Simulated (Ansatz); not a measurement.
**Rh: course of a relaxation**

These are results of Ansatz 0.2.0, DFT r2SCAN, scalar-relativistic, plane waves, PAW, not measurements. Settings: 500 eV cutoff, 24×24×12 k-mesh, Gaussian smearing of 0.10 eV, no spin polarisation.

What was changed: uniaxial strain along c, with a, b and atoms relaxed: +6.0 %.

Command:

```bash
ansatz run input.yaml --threads 1 --pin off --max-ram 2560MiB --backend cpu --events-out ev --progress --plain --runs-dir out
```

Input:

```yaml
crystal:
  lattice:
    - [2.6630885349, 0.0, 0.0]
    - [-1.3315442675, 2.3063023238, 0.0]
    - [0.0, 0.0, 4.6095342543]
  atoms:
    - { symbol: Rh, position: [0.6666666659, 0.3333333341, 0.75] }
    - { symbol: Rh, position: [0.3333333341, 0.6666666659, 0.25] }
basis:
  ecutwfc: 500
kpoints:
  mp_grid: { grid: [24, 24, 12] }
hamiltonian:
  xc: r2scan
scf:
  occupations: { method: gaussian, width: 0.1 }
output:
  forces: true
  stress: true
  eigenvalues: true
relax:
  adjacent_minimum: "off"
  f_tol: 0.008
  max_steps: 40
  cell: { stress_tol: 0.015, fix: [c, angles] }
```

F is the free energy. Steps run on the plane waves of an earlier cell, but the last one, and at times one on the way, on a freshly chosen basis, so a repeated geometry can differ a little in energy. The held parts of the cell keep their stress, so P needn't end at zero.

Steps:

```json
{"step": "1", "F − F(1) (eV)": "0.0000", "largest force component (eV/Å)": "0.000", "V (Å³/atom)": "14.156", "P (GPa)": "-6.15"}
{"step": "2", "F − F(1) (eV)": "-0.0001", "largest force component (eV/Å)": "0.000", "V (Å³/atom)": "14.118", "P (GPa)": "-5.44"}
{"step": "3", "F − F(1) (eV)": "-0.0001", "largest force component (eV/Å)": "0.000", "V (Å³/atom)": "14.133", "P (GPa)": "-5.73"}
{"step": "4", "F − F(1) (eV)": "-0.0001", "largest force component (eV/Å)": "0.000", "V (Å³/atom)": "14.133", "P (GPa)": "-5.74"}
```

Relaxed structure:

```
CELL_PARAMETERS angstrom
2.66098 0.00000 0.00000
-1.33049 2.30448 0.00000
0.00000 0.00000 4.60953
ATOMIC_POSITIONS crystal
Rh 0.66667 0.33333 0.75000
Rh 0.33333 0.66667 0.25000
```

The structure is hexagonal, space group P6_3/mmc (No. 194). Conventional cell: a = 2.661 Å, b = 2.661 Å, c = 4.610 Å, α = 90.00°, β = 90.00°, γ = 120.00°. Around Rh (site symmetry -6m2) lie 12 Rh at 2.66 to 2.77 Å.

The run converged. Time: 99 s on 1 thread of AMD EPYC 9R45 96-Core Processor (Zen 5), on a shared host, peak memory 1 GiB.